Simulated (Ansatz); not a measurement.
**Putting H into Mg**

Computed with DFT PBE, scalar-relativistic, plane waves, PAW in Ansatz 0.2.0.

Settings: cutoff 420 eV, Γ-centred mesh 12×12×12 on the computed 3-atom cell, Gaussian smearing of 0.10 eV; no spin polarisation for the host; each changed cell takes a mesh and smearing chosen by its own gap and starts from the host's moments or customary ones, or runs without spin. Cells and atoms are relaxed to the nearest stationary point that keeps the symmetry of their start (forces under 0.02 to 0.04 eV/Å, stress under 0.1 to 0.2 GPa); energies are at zero smearing, without zero-point or thermal terms.

Relaxed host (gap on the mesh 0 eV):

```xyz
3
Lattice="1.6018 0.9248 7.7416 -1.6018 0.9248 7.7416 0.0000 -1.8496 7.7416" Properties=species:S:1:pos:R:3 pbc="T T T"
Mg    0.0000    0.0000    0.0000
Mg    0.0000    0.0000    5.1569
Mg    0.0000    0.0000   18.0678
```

Cases: (1) 1 H in a 1×1×1 repeat of the cell, at (0.500 0.500 0.500) in fractions of that repeat, 2.25 Å from the nearest atom of the relaxed host; (2) 2 H in a 1×1×1 repeat of the cell, at (0.389 0.389 0.389), (0.611 0.611 0.611) in fractions of that repeat, 2.26 Å from the nearest atom of the relaxed host; (3) 1 H in a 1×1×1 repeat of the cell, at (0.389 0.389 0.389) in fractions of that repeat, 2.26 Å from the nearest atom of the relaxed host; (4) 1 H in a 1×1×1 repeat of the cell, at (0.578 0.578 0.333) in fractions of that repeat, 1.84 Å from the nearest atom of the relaxed host.

The table gives the energy per H taken from half an H2 molecule (negative: uptake is favourable), the swelling and the final surroundings.

```json
{"case": "1", "formula": "Mg3H", "energy per H (eV)": "0.29", "ΔV (%)": "+0.4", "principal strains (%)": "+1.1 +1.1 -1.7", "nearest host atoms of the first H": "6 (Mg) from 2.29 Å"}
{"case": "2", "formula": "Mg3H2", "energy per H (eV)": "0.11", "ΔV (%)": "+37.3", "principal strains (%)": "+50.0 -4.3 -4.3", "nearest host atoms of the first H": "3 (Mg) from 1.99 Å"}
{"case": "3", "formula": "Mg3H", "energy per H (eV)": "0.35", "ΔV (%)": "+0.9", "principal strains (%)": "+0.7 +0.7 -0.5", "nearest host atoms of the first H": "6 (Mg) from 2.25 Å"}
{"case": "4", "formula": "Mg3H", "energy per H (eV)": "0.29", "ΔV (%)": "+0.4", "principal strains (%)": "+1.1 +1.1 -1.7", "nearest host atoms of the first H": "6 (Mg) from 2.28 Å"}
```

Each ion keeps what symmetry its start has, so a lower place off a symmetric site can be missed, above all for H.

Relaxed structure of case 2, the lowest per ion:

```yaml
crystal:
  lattice:
    - [1.53221, 0.88462, 11.61341]
    - [-1.53221, 0.88462, 11.61341]
    - [0.00000, -1.76924, 11.61341]
  atoms:
    - { symbol: Mg, position: [0.00000, 0.00000, 0.00000] }
    - { symbol: Mg, position: [0.20571, 0.20571, 0.20571] }
    - { symbol: Mg, position: [0.79429, 0.79429, 0.79429] }
    - { symbol: H, position: [0.35967, 0.35967, 0.35967] }
    - { symbol: H, position: [0.64033, 0.64033, 0.64033] }
```

Each cell of Mg3H2 holds layers, and where no dispersion correction was added their binding is poorly described. In Mg3H2 a bond of the host changes by more than 0.6 Å or the volume by a third: the framework has rearranged or swollen or shrunk strongly, and the figure may no longer describe a topotactic step.

This form of Mg, the host, isn't the element's usual structure.

Cost: 5 runs of about 2 core-minutes in all, on AMD EPYC 9R45 (Zen 5) (shared hosts).